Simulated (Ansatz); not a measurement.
Input and command of a plane-wave DFT calculation in Ansatz:

```yaml
crystal:
  lattice:
    - [0.0, 2.174, 2.174]
    - [2.174, 0.0, 2.174]
    - [2.174, 2.174, 0.0]
  atoms:
    - { symbol: Si, position: [-0.0034072643, -0.0034072643, -0.0034072643] }
    - { symbol: C, position: [0.757967115, 0.757967115, 0.757967115] }
basis:
  ecutwfc: 500
kpoints:
  mp_grid: { grid: [12, 12, 12] }
hamiltonian:
  xc: r2scan
scf:
  occupations: { method: gaussian, width: 0.05 }
output:
  forces: true
  stress: true
  eigenvalues: true
```

```bash
ansatz run input.yaml --threads 2 --pin off --max-ram 5120MiB --backend cpu --events-out ev --progress --plain --runs-dir out
```

Processor: Intel(R) Xeon(R) Platinum 8488C (Sapphire Rapids), 2 threads, on a host shared with other jobs.

How long does it run, and how much memory does it take?

About 2.4 s on 2 threads of Intel(R) Xeon(R) Platinum 8488C (Sapphire Rapids), with other jobs on the host, peak memory 0.47 GiB. It solves 8 bands at 189 k points (the mesh reduced by symmetry) with about 531 plane waves, in 6 SCF iterations.
